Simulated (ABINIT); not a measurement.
A run of ABINIT 10.8.3 (patched build) is set up as follows.

run.abi

```
# Datasets: ground state, then fixed potential
ndtset 2

# Pseudopotentials
pp_dirpath "./"
pseudos "As.LDA_PW-JTH_sp.xml, B.LDA_PW-JTH.xml"

# Structure
acell 3*1.0 Angstrom
rprim
     0.0000000000     2.3885000000     2.3885000000
     2.3885000000     0.0000000000     2.3885000000
     2.3885000000     2.3885000000     0.0000000000
ntypat 2
znucl 33 5
natom 2
typat 1 2
xcart
     3.5827500000     3.5827500000     3.5827500000
     0.0000000000     0.0000000000     0.0000000000 Angstrom

# Plane-wave basis
ecut 15.0
pawecutdg 30.0

# Exchange and correlation
ixc 7

# Bands and occupations
occopt 3
tsmear 0.05 eV

# Spin
nspinor 2
nspden 1
pawspnorb 1

# SCF cycle
nstep 100

# Output
iomode 3
prtwf 0
prteig 0
prtebands 0
enunit 2
prtden1 1

# Dataset 1
kptopt1 4
ngkpt1 10 10 10
nshiftk1 1
shiftk1 0.0 0.0 0.0
nband1 16
tolvrs1 1.0e-9

# Dataset 2: bands along G-X-W-K-G-L-U-W-L-K
iscf2 -2
getden2 1
nband2 24
nbdbuf2 2
tolwfr2 1.0e-12
kptopt2 -9
ndivsm2 5
prteig2 1
kptbounds2
     0.0000000000     0.0000000000     0.0000000000
     0.5000000000     0.0000000000     0.5000000000
     0.5000000000     0.2500000000     0.7500000000
     0.3750000000     0.3750000000     0.7500000000
     0.0000000000     0.0000000000     0.0000000000
     0.5000000000     0.5000000000     0.5000000000
     0.6250000000     0.2500000000     0.6250000000
     0.5000000000     0.2500000000     0.7500000000
     0.5000000000     0.5000000000     0.5000000000
     0.3750000000     0.3750000000     0.7500000000
```

Potentials or basis: JTH PAW LDA v2.0 sp.

The run is started by

```console
$ abinit run.abi > log 2>&1
```

**Question.** Predict the band gap along the path.

**Answer.** 1.06 eV, indirect (least direct gap 3.07 eV).

**Question.** What does it give for the pressure?

**Answer.** -3.2 GPa.

**Question.** Predict the band gap on the k mesh.

**Answer.** 1.06 eV, indirect (least direct gap 3.07 eV).

Levels at the corners of the path, in eV from the valence-band top:
```csv
point,band 6,band 7,band 8,band 9,band 10,band 11
Γ,0.00,0.00,0.00,3.07,3.07,3.29
X,-4.20,-4.06,-4.06,1.27,1.27,1.36
W,-5.50,-5.28,-5.27,5.21,5.21,5.88
K,-5.99,-3.54,-3.54,1.93,1.94,5.47
Γ,0.00,0.00,0.00,3.07,3.07,3.29
L,-1.95,-1.80,-1.80,2.64,2.64,4.68
U,-5.99,-3.54,-3.54,1.93,1.94,5.47
W,-5.50,-5.28,-5.27,5.21,5.21,5.88
L,-1.95,-1.80,-1.80,2.64,2.64,4.68
K,-5.99,-3.54,-3.54,1.93,1.94,5.47
```

Caveat: this set keeps more shells in the core, which shifts pressures and gaps. LDA gaps usually lie below the measured ones, often by a third to a half.
